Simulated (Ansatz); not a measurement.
**Worked example: the enthalpy of C2H5NO + H3NO → C2H4O2 + N2H4**

Species: C2H5NO (acetamide) `CC(N)=O`, singlet; H3NO (hydroxylamine) `NO`, singlet; C2H4O2 (acetic acid) `CC(=O)O`, singlet; N2H4 (hydrazine) `NN`, singlet. The partners trade NH2 for OH: C–NH2 and N–OH bonds give way to C–OH and N–NH2.

Shapes, held fixed at every level: PBE0-D4/def2-TZVP. Flexible molecules stand in one conformer, not always the lowest. Programs: Ansatz 0.2.0. The zero-point and thermal terms to 298 K, harmonic and unscaled (PBE0-D4/def2-TZVP), stand in the table.

At B2PLYP/def2-TZVPP; 1 Eh = 2625.50 kJ/mol:

```
species  energy (Eh)  H(298 K) − E (kJ/mol)  tabulated ΔfH (kJ/mol)
 C2H5NO  -209.142909                  209.6                  -238.3
   H3NO  -131.683346                  117.8                   -43.5
 C2H4O2  -229.021079                  177.3                  -432.2
   N2H4  -111.826702                  152.1                   +95.5
```

**Question.** Work out the reaction enthalpy at 298 K from the calculation and from the table of heats.

**Answer.** 
1. Electronic: (-229.021079) + (-111.826702) − [(-209.142909) + (-131.683346)] = -0.021526 Eh = -56.5 kJ/mol.
2. Zero-point and thermal: (177.3) + (152.1) − [(209.6) + (117.8)] = +2.0 kJ/mol.
3. Computed ΔH = -54.5 kJ/mol.
4. From the heats of formation (Active Thermochemical Tables, CRC Handbook of Chemistry and Physics): (-432.2) + (95.5) − [(-238.3) + (-43.5)] = -54.9 kJ/mol.
5. Computed less tabulated: +0.4 kJ/mol. Tabulated heats carry uncertainties of their own.
